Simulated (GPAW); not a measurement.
MgSe:

```
Se Mg
1.0
     0.00000    2.72550    2.72550
     2.72550    0.00000    2.72550
     2.72550    2.72550    0.00000
Se Mg
1 1
Direct
  0.50000 0.50000 0.50000
  0.00000 0.00000 0.00000
```

Base run:

- Program: GPAW 26.7.0
- Functional: TB-mBJ
- Potentials or basis: GPAW PAW data sets for LDA (gpaw-data 1.2.1)
- Cutoff: 800 eV
- Basis: pw
- k mesh: 8 × 8 × 8
- Occupations: fermi-dirac, width 0.05 eV
- Spin: no spin polarisation

Its results: band gap on the k mesh 2.75 eV, indirect (least direct gap 3.81 eV).

**Question.** The run is repeated on the same cell with these changes: functional from TB-mBJ to LDA; potentials or basis from GPAW PAW data sets for LDA (gpaw-data 1.2.1) to the program's PAW data sets (release 1.2.1) made for this functional. What comes out?

**Answer.** Band gap on the k mesh 1.66 eV, indirect (least direct gap 2.39 eV).

Caveats: a model potential gives levels but no total energy (some runs).

Not every run made on this cell is shown here.
